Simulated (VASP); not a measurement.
**Si in VASP: one cell, several levels of theory**

Si in the diamond structure, under +2.0 % biaxial strain in x and y, free along z is computed at one geometry. Runs: PBE, r2SCAN. The results are then set beside those of Ansatz 0.2.0 for the same cell.

Code: VASP 6.6.1. PAW datasets, plane waves. No spin polarisation and no zero-point or thermal motion.

## 1. The cell

The cell comes from an earlier relaxation with r2SCAN in another program, then strained, with the atoms relaxed again.

It is tetragonal, I4_1/amd (No. 141); conventional cell a = 3.927 Å, c = 5.364 Å, 20.68 Å³ an atom. Si has 4 Si at 2.38 Å.

As a file:

```cif
data_structure
_symmetry_space_group_name_H-M 'I4_1/amd:1'
_symmetry_Int_Tables_number 141
_cell_length_a 3.9267
_cell_length_b 3.9267
_cell_length_c 5.3642
_cell_angle_alpha 90.000
_cell_angle_beta 90.000
_cell_angle_gamma 90.000
_cell_volume 82.71
loop_
_atom_site_label
_atom_site_type_symbol
_atom_site_symmetry_multiplicity
_atom_site_Wyckoff_symbol
_atom_site_fract_x
_atom_site_fract_y
_atom_site_fract_z
_atom_site_occupancy
Si1 Si 4 a 0.00000 0.00000 0.00000 1
```

## 2. PBE at this geometry

File INCAR:

```
ENCUT = 520.000000
SIGMA = 0.020000
EDIFF = 1.00e-07
GGA = PE
PREC = Accurate
IBRION = -1
ISIF = 2
ISMEAR = -1
NBANDS = 11
NELM = 120
NSW = 0
LASPH = .TRUE.
LCHARG = .TRUE.
LELF = .TRUE.
LWAVE = .FALSE.
LREAL = .FALSE.
```

File KPOINTS:

```
KPOINTS created by Atomic Simulation Environment
0
Gamma
8 8 8
0 0 0
```

File KPOINTS_OPT:

```
special points
7
Reciprocal
0.0000000000 0.0000000000 0.0000000000 1
0.5000000000 0.0000000000 0.5000000000 1
0.6250000000 0.2500000000 0.6250000000 1
0.3750000000 0.3750000000 0.7500000000 1
0.5000000000 0.5000000000 0.5000000000 1
0.5000000000 0.2500000000 0.7500000000 1
0.4140620000 0.4140620000 0.0000000000 1
```

File POSCAR:

```
Si
 1.0000000000000000
     0.0000000000000000    2.7765612735000000    2.6821061821000001
     2.7765612735000000    0.0000000000000000    2.6821061821000001
     2.7765612735000000    2.7765612735000000    0.0000000000000000
 Si
   2
Cartesian
  0.0000000000000000  0.0000000000000000  0.0000000000000000
  1.3882806367499998  1.3882806367499998  1.3410530910500000
```

The run uses the recommended PBE PAW datasets (8 valence electrons a neutral cell).

Launch:

```bash
> mpirun -np 1 vasp_std
```

Printed to the terminal (iteration lines stand in OSZICAR):

```text
POSCAR found type information on POSCAR Si
 POSCAR found :  1 types and       2 ions
 LDA part: xc-table for (Slater+PW92), standard interpolation
 POSCAR, INCAR and KPOINTS ok, starting setup
 FFT: planning ... GRIDC
 FFT: planning ... GRID_SOFT
 FFT: planning ... GRID
 WAVECAR not read
 entering main loop
 Start KPOINTS_OPT (optional k-point list driver)
k-point batch [1-7\7]
```

OSZICAR:

```text
N       E                     dE             d eps       ncg     rms          rms(c)
DAV:   1     0.626050631047E+01    0.62605E+01   -0.32860E+03  1298   0.568E+02
DAV:   2    -0.104295945030E+02   -0.16690E+02   -0.15924E+02  1708   0.803E+01
DAV:   3    -0.109930216197E+02   -0.56343E+00   -0.56158E+00  1715   0.126E+01
DAV:   4    -0.109974346756E+02   -0.44131E-02   -0.44124E-02  1524   0.140E+00
DAV:   5    -0.109974786336E+02   -0.43958E-04   -0.43958E-04  1622   0.132E-01    0.468E+00
DAV:   6    -0.108858145177E+02    0.11166E+00   -0.61794E-02  1477   0.102E+00    0.284E+00
DAV:   7    -0.108335616295E+02    0.52253E-01   -0.12253E-01  1495   0.155E+00    0.159E-01
DAV:   8    -0.108348515861E+02   -0.12900E-02   -0.56050E-03  1484   0.401E-01    0.785E-02
DAV:   9    -0.108350685640E+02   -0.21698E-03   -0.21334E-04  1599   0.879E-02    0.571E-02
DAV:  10    -0.108350920228E+02   -0.23459E-04   -0.19957E-05  1557   0.259E-02    0.473E-03
DAV:  11    -0.108350928126E+02   -0.78973E-06   -0.20794E-06  1582   0.746E-03    0.304E-03
DAV:  12    -0.108350929522E+02   -0.13961E-06   -0.44106E-07  1497   0.414E-03    0.183E-03
DAV:  13    -0.108350929990E+02   -0.46842E-07   -0.40235E-09   937   0.441E-04
   1 F= -.10835093E+02 E0= -.10835093E+02  d E =-.856264E-06
       N       E                     dE             ncg
DAV:   1     0.697665365398E+03   -0.16163E+04      154
DAV:   2     0.583432608093E+03   -0.11423E+03      200
DAV:   3     0.578088283945E+03   -0.53443E+01      205
DAV:   4     0.578031174811E+03   -0.57109E-01      195
DAV:   5     0.578030791456E+03   -0.38335E-03      219
DAV:   6     0.578030786323E+03   -0.51329E-05      192
DAV:   7     0.578030786244E+03   -0.79165E-07      208
```

The lines after F= are the extra pass for the points of KPOINTS_OPT, at fixed density; their E is not a total energy.

Parts of OUTCAR:

```text
k-points           NKPTS =     59   k-points in BZ     NKDIM =     59   number of bands    NBANDS=     11

   NELECT =       8.0000    total number of electrons

   dimension x,y,z NGX =    30 NGY =   30 NGZ =   30
   dimension x,y,z NGXF=    60 NGYF=   60 NGZF=   60

  energy-cutoff  :      520.00
  volume of cell :       41.35
      direct lattice vectors                 reciprocal lattice vectors
     0.000000000  2.776561274  2.682106182    -0.180078864  0.180078864  0.186420658
     2.776561274  0.000000000  2.682106182     0.180078864 -0.180078864  0.186420658
     2.776561274  2.776561274  0.000000000     0.180078864  0.180078864 -0.186420658

 k-points in reciprocal lattice and weights: KPOINTS created by Atomic Simulation Env
   0.00000000  0.00000000  0.00000000       0.002
   0.12500000  0.00000000  0.00000000       0.016
   0.25000000  0.00000000  0.00000000       0.016
   0.37500000  0.00000000  0.00000000       0.016
   0.50000000  0.00000000  0.00000000       0.008
   0.12500000  0.12500000  0.00000000       0.004
   0.25000000  0.12500000  0.00000000       0.016
   0.37500000  0.12500000  0.00000000       0.016
[... 51 more k-points ...]

 E-fermi :   5.8095

 k-point     1 :       0.0000    0.0000    0.0000
  band No.  band energies     occupation
      1      -6.2314      2.00000
      2       5.4312      2.00000
      3       5.4312      2.00000
      4       5.6620      1.99874
      5       7.9774      0.00000
      6       8.1074      0.00000
      7       8.1074      0.00000
      8       8.4981      0.00000
      9      12.9083      0.00000
     10      13.3413      0.00000
     11      13.4989      0.00000

 k-point     2 :       0.1250    0.0000    0.0000
  band No.  band energies     occupation
      1      -6.0328      2.00000
      2       3.9157      2.00000
      3       5.1378      2.00000
      4       5.3239      2.00000
      5       7.8954      0.00000
      6       8.4526      0.00000
      7       8.5067      0.00000
      8       9.9360      0.00000
      9      12.5079      0.00000
     10      12.9632      0.00000
     11      14.1133      0.00000

 k-point     3 :       0.2500    0.0000    0.0000
  band No.  band energies     occupation
      1      -5.4540      2.00000
      2       1.6411      2.00000
      3       4.6499      2.00000
      4       4.8909      2.00000
      5       7.4021      0.00000
      6       8.9451      0.00000
      7       9.0433      0.00000
      8      12.1399      0.00000
      9      12.6268      0.00000
     10      12.7700      0.00000
     11      14.4377      0.00000

 k-point     4 :       0.3750    0.0000    0.0000
  band No.  band energies     occupation
      1      -4.5890      2.00000
      2      -0.3241      2.00000
      3       4.3042      2.00000
      4       4.5945      2.00000
      5       7.0281      0.00000
      6       8.8479      0.00000
      7       9.1062      0.00000
      8      13.3294      0.00000
      9      13.8830      0.00000
     10      14.1191      0.00000
     11      14.9832      0.00000

 k-point     5 :       0.5000    0.0000    0.0000
  band No.  band energies     occupation
      1      -3.9789      2.00000
      2      -1.3098      2.00000
      3       4.1845      2.00000
      4       4.4939      2.00000
      5       6.8958      0.00000
      6       8.7350      0.00000
      7       9.0300      0.00000
      8      13.2064      0.00000
      9      15.7588      0.00000
     10      16.1686      0.00000
     11      16.2368      0.00000

 k-point     6 :       0.1250    0.1250    0.0000
  band No.  band energies     occupation
      1      -5.9552      2.00000
      2       4.2750      2.00000
      3       4.6389      2.00000
      4       4.6389      2.00000
      5       7.3974      0.00000
      6       9.2063      0.00000
      7       9.2063      0.00000
      8       9.6201      0.00000
      9      12.3735      0.00000
     10      13.2178      0.00000
     11      14.4746      0.00000

 k-point     7 :       0.2500    0.1250    0.0000
  band No.  band energies     occupation
      1      -5.4896      2.00000
      2       2.3213      2.00000
      3       4.1192      2.00000
      4       4.3435      2.00000
      5       7.4887      0.00000
      6       9.1058      0.00000
      7       9.9006      0.00000
      8      10.3445      0.00000
      9      13.0201      0.00000
     10      13.5132      0.00000
     11      15.3952      0.00000

 k-point     8 :       0.3750    0.1250    0.0000
  band No.  band energies     occupation
      1      -4.6926      2.00000
      2       0.2905      2.00000
      3       3.8312      2.00000
      4       3.8342      2.00000
      5       7.5754      0.00000
      6       9.2466      0.00000
      7       9.8289      0.00000
      8      10.7914      0.00000
      9      14.7677      0.00000
     10      14.8230      0.00000
     11      15.3775      0.00000

 k-point     9 :       0.5000    0.1250    0.0000
  band No.  band energies     occupation
      1      -3.8752      2.00000
      2      -1.1116      2.00000
      3       3.4302      2.00000
      4       3.8332      2.00000
      5       7.4832      0.00000
      6       9.2014      0.00000
      7       9.4796      0.00000
      8      12.5153      0.00000
      9      14.4449      0.00000
     10      16.0287      0.00000
     11      17.0416      0.00000

 k-point    10 :      -0.3750    0.1250    0.0000
  band No.  band energies     occupation
      1      -4.1420      2.00000
      2      -0.7148      2.00000
      3       3.2560      2.00000
      4       4.1125      2.00000
      5       7.6225      0.00000
      6       9.2827      0.00000
      7       9.2899      0.00000
      8      13.3762      0.00000
      9      13.6082      0.00000
     10      14.5159      0.00000
     11      16.4595      0.00000

 k-point    11 :      -0.2500    0.1250    0.0000
  band No.  band energies     occupation
      1      -5.0344      2.00000
      2       0.9858      2.00000
      3       3.3916      2.00000
      4       4.6001      2.00000
      5       7.9916      0.00000
      6       9.1425      0.00000
      7       9.4667      0.00000
      8      11.7550      0.00000
      9      11.9363      0.00000
     10      14.9954      0.00000
     11      15.5317      0.00000

 k-point    12 :      -0.1250    0.1250    0.0000
  band No.  band energies     occupation
      1      -5.7159      2.00000
      2       2.8445      2.00000
      3       4.0577      2.00000
      4       5.0972      2.00000
      5       8.3086      0.00000
      6       8.6445      0.00000
      7       8.9755      0.00000
      8      10.9113      0.00000
      9      11.7080      0.00000
     10      13.2741      0.00000
     11      15.1353      0.00000

 k-point    13 :       0.2500    0.2500    0.0000
  band No.  band energies     occupation
      1      -5.1380      2.00000
      2       2.1311      2.00000
      3       3.5513      2.00000
      4       3.5513      2.00000
      5       6.4863      0.00000
      6       8.6779      0.00000
      7      11.1894      0.00000
      8      11.1894      0.00000
      9      13.4890      0.00000
     10      14.1444      0.00000
     11      16.9422      0.00000

 k-point    14 :       0.3750    0.2500    0.0000
  band No.  band energies     occupation
      1      -4.4319      2.00000
      2       0.6787      2.00000
      3       2.8989      2.00000
      4       3.2229      2.00000
      5       6.7028      0.00000
      6       8.3174      0.00000
      7      11.4396      0.00000
      8      11.6223      0.00000
      9      15.3367      0.00000
     10      15.5237      0.00000
     11      17.1076      0.00000

 k-point    15 :       0.5000    0.2500    0.0000
  band No.  band energies     occupation
      1      -3.5394      2.00000
      2      -0.7642      2.00000
      3       2.1628      2.00000
      4       3.2080      2.00000
      5       6.8942      0.00000
      6       9.6687      0.00000
      7      11.1957      0.00000
      8      11.2686      0.00000
      9      15.6360      0.00000
     10      15.9939      0.00000
     11      17.6186      0.00000

 k-point    16 :      -0.3750    0.2500    0.0000
  band No.  band energies     occupation
      1      -3.4107      2.00000
      2      -0.9618      2.00000
      3       1.7575      2.00000
      4       3.5053      2.00000
      5       7.1748      0.00000
      6      10.8754      0.00000
      7      10.9731      0.00000
      8      12.0341      0.00000
      9      13.4179      0.00000
     10      13.4467      0.00000
     11      18.2684      0.00000

[... the tables of k-points 17 to 59 left out ...]

  Total       -0.5341608     -0.5341608      0.2790064      0.0000000      0.0000000      0.0000000
  in kB      -20.6948419    -20.6948419     10.8094683      0.0000000      0.0000000      0.0000000
  external PRESSURE =     -10.1934052 kB  Pullay stress =       0.0000000 kB

 POSITION                                       TOTAL-FORCE (eV/Angst)
 -----------------------------------------------------------------------------------
      0.00000      0.00000      0.00000        -0.000000     -0.000000      0.000000
      1.38828      1.38828      1.34105         0.000000      0.000000      0.000000
 -----------------------------------------------------------------------------------
    total drift:                               -0.000000     -0.000000     -0.000000

  FREE ENERGIE OF THE ION-ELECTRON SYSTEM (eV)
  ---------------------------------------------------
  free  energy   TOTEN  =       -10.8350929990 eV

  energy  without entropy=      -10.8350921427  energy(sigma->0) =      -10.83509257
```

Hardware: 1 MPI rank of Intel Xeon Platinum 8488C, shared host.

The levels at the points of KPOINTS_OPT are read from vasprun.xml.

Band energies at the special points (eV, zero at the top of v, the last band that the electrons fill by count):

```csv
point,v−1,v,c,c+1
Γ,-0.23,0.00,2.32,2.45
X,-2.83,-2.83,0.71,0.71
U,-4.31,-2.42,1.19,4.10
K,-4.29,-2.68,0.91,3.65
L,-1.48,-1.17,1.23,3.07
W,-3.86,-3.86,3.95,3.95
```

PBE gives an indirect gap of 0.27 eV, from Γ to (0.41, 0.41, 0.00); the least direct gap is 2.32 eV. Pressure: -1.02 GPa; the forces vanish within 0.01 eV/Å.

The maps below are laid out on this run's own conventional cell (a, b, c = 3.927, 3.927, 5.364 Å).

Density in a lattice plane of the grid's cell (edges 3.93 and 5.36 Å, at 0.000 of the third edge), which holds Si.

Ten even steps from ' ' (-0.19 e/Å³) to '@' (0.55 e/Å³):
```
::==##@@@@%%##**********##%%@@@@##==
**##@@@@@@@@@@%%######%%@@@@@@@@@@##
####%%@@@@@@@@@@##**##@@@@@@@@@@%%##
******##%%@@@@##==::==##@@@@%%##****
====++**######++..  ..++######**++==
----====++****++--::--++****++====--
------====++**************++====----
::------====++**######**++====------
::::::----====++******++====----::::
::::::--------==========--------::::
::::::::----------------------::::::
::::::::----------------------::::::
------------::::::::::::::----------
------------::::::::::::::----------
======--------::::::::::--------====
****++====----::::::::::----====++**
####**++====------::------====++**##
********++====----------====++******
::--++****++====------====++****++--
  ..++######**++======++**######++..
```
Columns run along the first of these edges and rows up along the second, over one cell in 18 and 20 even steps from the bottom left corner. Atoms in the plane (fractional): Si at (0.00, 0.00), Si at (0.50, 0.75).

ELF in the same plane.

Ten even steps from '0' (0.01) to '9' (0.95):
```
136899987678999863
468999997679999986
679999986468999997
678999863136899987
557888631013688875
234566421112466543
112344444444444321
000134566666543100
000013456665431000
000001344544310000
000000122222100000
000000000100000000
100000000000000000
222100000000000122
544310000000001344
665431000000013456
666543100000134566
444444321112344444
112466543234566421
013688875557888631
```
Columns run along the first of these edges and rows up along the second, over one cell in 18 and 20 even steps from the bottom left corner. Atoms in the plane (fractional): Si at (0.00, 0.00), Si at (0.50, 0.75).

Both are smooth fields of the valence electrons: close to the nuclei they are not physical.

Outside the cores ELF peaks at 0.95 on the Si–Si line, 1.1 Å from Si.

(Part 1 of 2 ends here.)
